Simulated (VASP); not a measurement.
## C62N (a cell with a defect): hyperfine couplings with HSE06

The system is C62N (a cell with a defect).

```
N C
1.0
     7.14400    0.00000    0.00000
     0.00000    7.14400    0.00000
     0.00000    0.00000    7.14400
N C
1 62
Direct
  0.13761 0.13761 0.13761
  0.00604 0.24980 0.24980
  0.12528 0.37654 0.37654
  0.24980 0.00604 0.24980
  0.37654 0.12528 0.37654
  0.24980 0.24980 0.00604
  0.37654 0.37654 0.12528
  0.99988 0.99988 0.49997
  0.12428 0.12428 0.62614
  0.99837 0.24747 0.75198
  0.12357 0.37279 0.87736
  0.24747 0.99837 0.75198
  0.37279 0.12357 0.87736
  0.25001 0.25001 0.50139
  0.37466 0.37466 0.62584
  0.99988 0.49997 0.99988
  0.12428 0.62614 0.12428
  0.99837 0.75198 0.24747
  0.12357 0.87736 0.37279
  0.25001 0.50139 0.25001
  0.37466 0.62584 0.37466
  0.24747 0.75198 0.99837
  0.37279 0.87736 0.12357
  0.99998 0.49990 0.49990
  0.12395 0.62359 0.62359
  0.00127 0.75035 0.75035
  0.13283 0.86426 0.86426
  0.24959 0.49892 0.75093
  0.37550 0.62409 0.87541
  0.24959 0.75093 0.49892
  0.37550 0.87541 0.62409
  0.49997 0.99988 0.99988
  0.62614 0.12428 0.12428
  0.50139 0.25001 0.25001
  0.62584 0.37466 0.37466
  0.75198 0.99837 0.24747
  0.87736 0.12357 0.37279
  0.75198 0.24747 0.99837
  0.87736 0.37279 0.12357
  0.49990 0.99998 0.49990
  0.62359 0.12395 0.62359
  0.49892 0.24959 0.75093
  0.62409 0.37550 0.87541
  0.75035 0.00127 0.75035
  0.86426 0.13283 0.86426
  0.75093 0.24959 0.49892
  0.87541 0.37550 0.62409
  0.49990 0.49990 0.99998
  0.62359 0.62359 0.12395
  0.49892 0.75093 0.24959
  0.62409 0.87541 0.37550
  0.75093 0.49892 0.24959
  0.87541 0.62409 0.37550
  0.75035 0.75035 0.00127
  0.86426 0.86426 0.13283
  0.50007 0.50007 0.50007
  0.62505 0.62505 0.62505
  0.50009 0.75011 0.75011
  0.62540 0.87518 0.87518
  0.75011 0.50009 0.75011
  0.87518 0.62540 0.87518
  0.75011 0.75011 0.50009
  0.87518 0.87518 0.62540
```

The cell was built by a generator and needn't be a form met in nature.

```yaml
Program: VASP 6.6.1
Task: hyperfine couplings
Functional: HSE06
Potentials_or_basis: VASP PAW PBE potentials, release 64 (N, C)
Cutoff: 420 eV
k_mesh: 1 × 1 × 1
Occupations: gaussian, width 0.01 eV
Spin: collinear spin, ferromagnetic start
Fixed_moment: 2 μB
Pname: qdf-nv-64
Grid_for_exact_exchange_PRECFOCK: Fast
Screening_parameter: 0.2 1/A
Further_INCAR_settings: ALGO = Normal; EDIFF = 1e-06; ISYM = 0; NELECT = 254
```

```
Largest force                                         : 0.220 eV/Å
Net moment                                            : 2.00 μB per cell
Site moments                                          : N +0.00; C -0.00, +0.00, +0.01, -0.01, +0.02, -0.02, +0.35, +0.03 μB
Valence electrons inside the program's atomic spheres : N 3.90; C 2.54, 2.60, 2.59, 2.58, 2.61, 2.57
```

Forces on the atoms (eV/Å):
```
N    0.127  0.127  0.127
C    0.046 -0.010 -0.010
C    0.003 -0.017 -0.017
C   -0.010  0.046 -0.010
C   -0.017  0.003 -0.017
C   -0.010 -0.010  0.046
C   -0.017 -0.017  0.003
C    0.002  0.002 -0.011
C   -0.009 -0.009  0.029
C    0.026  0.090 -0.109
C    0.011 -0.004  0.008
C    0.090  0.026 -0.109
C   -0.004  0.011  0.008
C    0.003  0.003 -0.016
C    0.002  0.002  0.009
C    0.002 -0.011  0.002
C   -0.009  0.029 -0.009
C    0.026 -0.109  0.090
C    0.011  0.008 -0.004
C    0.003 -0.016  0.003
C    0.002  0.009  0.002
C    0.090 -0.109  0.026
C   -0.004  0.008  0.011
C   -0.016 -0.009 -0.009
C   -0.011  0.033  0.033
C   -0.029 -0.113 -0.113
C   -0.048  0.021  0.021
C   -0.003 -0.004 -0.013
C   -0.016  0.032  0.025
C   -0.003 -0.013 -0.004
C   -0.016  0.025  0.032
C   -0.011  0.002  0.002
C    0.029 -0.009 -0.009
C   -0.016  0.003  0.003
C    0.009  0.002  0.002
C   -0.109  0.026  0.090
C    0.008  0.011 -0.004
C   -0.109  0.090  0.026
C    0.008 -0.004  0.011
C   -0.009 -0.016 -0.009
C    0.033 -0.011  0.033
C   -0.004 -0.003 -0.013
C    0.032 -0.016  0.025
C   -0.113 -0.029 -0.113
C    0.021 -0.048  0.021
C   -0.013 -0.003 -0.004
C    0.025 -0.016  0.032
C   -0.009 -0.009 -0.016
C    0.033  0.033 -0.011
C   -0.004 -0.013 -0.003
C    0.032  0.025 -0.016
C   -0.013 -0.004 -0.003
C    0.025  0.032 -0.016
C   -0.113 -0.113 -0.029
C    0.021  0.021 -0.048
C   -0.005 -0.005 -0.005
C    0.010  0.010  0.010
C   -0.003 -0.013 -0.013
C    0.033  0.005  0.005
C   -0.013 -0.003 -0.013
C    0.005  0.033  0.005
C   -0.013 -0.013 -0.003
C    0.005  0.005  0.033
```

Electric field gradients, principal values (V/Å²):
| atom | Vxx | Vyy | Vzz |
| --- | --- | --- | --- |
| 1 N | 75.275 | 75.275 | -150.550 |
| 2 C | -8.653 | -9.107 | 17.761 |
| 3 C | 0.470 | 3.110 | -3.580 |
| 4 C | -8.653 | -9.107 | 17.760 |
| 5 C | 0.470 | 3.110 | -3.580 |
| 6 C | -8.653 | -9.107 | 17.760 |
| 7 C | 0.470 | 3.110 | -3.580 |
| 8 C | 0.051 | 0.611 | -0.662 |
| 9 C | -1.135 | -1.722 | 2.857 |
| 10 C | 2.763 | 7.543 | -10.306 |
| 11 C | -0.029 | -3.403 | 3.432 |
| 12 C | 2.763 | 7.543 | -10.306 |
| 13 C | -0.029 | -3.403 | 3.432 |
| 14 C | 0.024 | 0.998 | -1.022 |
| 15 C | -0.764 | -0.951 | 1.715 |
| 16 C | 0.051 | 0.611 | -0.662 |
| 17 C | -1.135 | -1.722 | 2.857 |
| 18 C | 2.763 | 7.543 | -10.306 |
| 19 C | -0.029 | -3.403 | 3.432 |
| 20 C | 0.024 | 0.998 | -1.022 |
| 21 C | -0.764 | -0.951 | 1.715 |
| 22 C | 2.763 | 7.543 | -10.306 |
| 23 C | -0.029 | -3.403 | 3.432 |
| 24 C | 0.324 | 1.467 | -1.791 |
| 25 C | -0.100 | -3.896 | 3.996 |
| 26 C | 3.600 | 7.336 | -10.936 |
| 27 C | 8.265 | 10.342 | -18.608 |
| 28 C | -0.444 | -1.230 | 1.675 |
| 29 C | 1.373 | 1.500 | -2.873 |
| 30 C | -0.444 | -1.230 | 1.675 |
| 31 C | 1.373 | 1.500 | -2.873 |
| 32 C | 0.051 | 0.611 | -0.662 |
| 33 C | -1.135 | -1.722 | 2.857 |
| 34 C | 0.024 | 0.998 | -1.022 |
| 35 C | -0.764 | -0.951 | 1.715 |
| 36 C | 2.763 | 7.543 | -10.306 |
| 37 C | -0.029 | -3.403 | 3.432 |
| 38 C | 2.763 | 7.543 | -10.306 |
| 39 C | -0.029 | -3.403 | 3.432 |
| 40 C | 0.324 | 1.467 | -1.791 |
| 41 C | -0.100 | -3.896 | 3.996 |
| 42 C | -0.444 | -1.230 | 1.675 |
| 43 C | 1.373 | 1.500 | -2.873 |
| 44 C | 3.600 | 7.336 | -10.936 |
| 45 C | 8.265 | 10.342 | -18.608 |
| 46 C | -0.444 | -1.230 | 1.675 |
| 47 C | 1.373 | 1.500 | -2.873 |
| 48 C | 0.324 | 1.467 | -1.791 |
| 49 C | -0.100 | -3.896 | 3.996 |
| 50 C | -0.444 | -1.230 | 1.675 |
| 51 C | 1.373 | 1.500 | -2.873 |
| 52 C | -0.444 | -1.230 | 1.675 |
| 53 C | 1.373 | 1.500 | -2.873 |
| 54 C | 3.600 | 7.336 | -10.936 |
| 55 C | 8.265 | 10.342 | -18.607 |
| 56 C | 0.583 | 0.583 | -1.165 |
| 57 C | -0.489 | -0.489 | 0.979 |
| 58 C | 0.660 | 0.705 | -1.365 |
| 59 C | -0.795 | -1.396 | 2.191 |
| 60 C | 0.660 | 0.705 | -1.365 |
| 61 C | -0.795 | -1.396 | 2.191 |
| 62 C | 0.660 | 0.705 | -1.365 |
| 63 C | -0.795 | -1.396 | 2.191 |

Hyperfine coupling, principal values (MHz):
| atom | values |
| --- | --- |
| 1 N | -3.2, -3.2, -3.3 |
| 2 C | -1.1, 0.2, -1.4 |
| 3 C | 0.2, 0.1, 1.1 |
| 4 C | -1.1, 0.2, -1.4 |
| 5 C | 0.2, 0.1, 1.1 |
| 6 C | -1.1, 0.2, -1.4 |
| 7 C | 0.2, 0.1, 1.1 |
| 8 C | -2.9, -1.3, -3.0 |
| 9 C | 1.5, 0.5, 2.3 |
| 10 C | -11.8, -8.3, -12.0 |
| 11 C | 2.7, 2.4, 4.4 |
| 12 C | -11.8, -8.3, -12.0 |
| 13 C | 2.7, 2.4, 4.4 |
| 14 C | -1.0, -0.8, -1.1 |
| 15 C | 1.1, 0.9, 1.3 |
| 16 C | -2.9, -1.3, -3.0 |
| 17 C | 1.5, 0.5, 2.3 |
| 18 C | -11.8, -8.3, -12.0 |
| 19 C | 2.7, 2.4, 4.4 |
| 20 C | -1.0, -0.8, -1.1 |
| 21 C | 1.1, 0.9, 1.3 |
| 22 C | -11.8, -8.3, -12.0 |
| 23 C | 2.7, 2.4, 4.4 |
| 24 C | -1.6, 0.4, -3.3 |
| 25 C | 15.9, 15.7, 21.3 |
| 26 C | -13.0, -11.0, -13.1 |
| 27 C | 120.0, 119.2, 204.7 |
| 28 C | -1.8, -1.2, -2.1 |
| 29 C | 15.4, 14.9, 21.5 |
| 30 C | -1.8, -1.2, -2.0 |
| 31 C | 15.4, 14.9, 21.5 |
| 32 C | -2.9, -1.3, -3.0 |
| 33 C | 1.5, 0.5, 2.3 |
| 34 C | -1.0, -0.8, -1.1 |
| 35 C | 1.1, 0.9, 1.3 |
| 36 C | -11.8, -8.3, -12.0 |
| 37 C | 2.7, 2.4, 4.4 |
| 38 C | -11.8, -8.3, -12.0 |
| 39 C | 2.7, 2.4, 4.4 |
| 40 C | -1.6, 0.4, -3.3 |
| 41 C | 15.9, 15.7, 21.3 |
| 42 C | -1.8, -1.2, -2.1 |
| 43 C | 15.4, 14.9, 21.5 |
| 44 C | -13.0, -11.0, -13.1 |
| 45 C | 120.0, 119.2, 204.7 |
| 46 C | -1.8, -1.2, -2.0 |
| 47 C | 15.4, 14.9, 21.5 |
| 48 C | -1.6, 0.4, -3.3 |
| 49 C | 15.9, 15.7, 21.3 |
| 50 C | -1.8, -1.2, -2.0 |
| 51 C | 15.4, 14.9, 21.5 |
| 52 C | -1.8, -1.2, -2.0 |
| 53 C | 15.4, 14.9, 21.5 |
| 54 C | -13.0, -11.0, -13.1 |
| 55 C | 120.0, 119.2, 204.7 |
| 56 C | -0.1, -0.1, -0.3 |
| 57 C | -1.4, -1.4, -1.6 |
| 58 C | -3.3, -2.6, -3.4 |
| 59 C | 5.8, 3.2, 5.8 |
| 60 C | -3.3, -2.6, -3.4 |
| 61 C | 5.8, 3.2, 5.8 |
| 62 C | -3.3, -2.6, -3.4 |
| 63 C | 5.8, 3.2, 5.8 |

It took 13 min on 1 × NVIDIA H100 80GB with 1 thread of AMD EPYC 7R13 Processor (Zen 3) (shared host), peak memory 1.4 GiB.

Caveat: the cell carries a net charge on a neutralising background, which shifts energy and pressure; the PAW data sets were made with another functional, which shifts forces and pressure a little; the total moment is fixed, so each spin has its own Fermi level.
